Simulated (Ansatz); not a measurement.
# Levels at Γ against strain in Se

```xyz
3
Lattice="4.3552 0.0000 0.0000 -2.1776 3.7717 0.0000 0.0000 0.0000 4.9494" Properties=species:S:1:pos:R:3 pbc="T T T"
Se    0.9451    0.0000    0.8249
Se   -0.4725    0.8185    4.1245
Se    1.7050    2.9532    2.4747
```

Atom numbers follow the list: Se1, Se2, Se3.

The cell comes from COD entry 9008579, which wasn't checked; take it as a given geometry.

All numbers below come from DFT, PBEsol, all-electron LAPW, scalar-relativistic (Ansatz 0.2.0).

Numerical set-up: a Γ-centred 8×8×6 k mesh, Fermi–Dirac smearing of 0.02 eV, basis error target 1 meV/atom, no spin polarisation.

The cell is scaled evenly. Fractional coordinates are held (clamped ions).

The valence-band top of this crystal doesn't lie at Γ but 0.40 eV above the top filled level there.

Only quantities that a quadratic follows smoothly over the whole series are listed; rougher ones are left out.

| ln(V/Vcell) | direct gap at Γ (eV) | smallest gap on mesh and path (eV) |
| --- | --- | --- |
| -0.0619 | 2.595 | 0.987 |
| -0.0408 | 2.534 | 0.968 |
| -0.0202 | 2.475 | 0.951 |
| -0.0101 | 2.446 | 0.942 |
| 0.0000 | 2.418 | 0.933 |
| 0.0198 | 2.364 | 0.918 |
| 0.0392 | 2.311 | 0.903 |
| 0.0583 | 2.260 | 0.888 |

Question: Fit the series and give the slopes at zero strain.

Answer: Least-squares fits y = p0 + p1 x + p2 x² to the rows give direct gap at Γ (eV): p1 = -2.78, p2 = 1.2; smallest gap on mesh and path (eV): p1 = -0.819, p2 = 0.67. So dEg/dln V = -2.8 eV for the direct gap at Γ, which isn't the fundamental gap here: that one has dEg/dln V = -0.8 eV. Semilocal gaps are too small, but their slopes carry over better.

Question: One run, at ln(V/Vcell) = 0.0100, is withheld. Predict its row.

Answer: The fits give 2.390, 0.926; the run gave 2.391, 0.926.
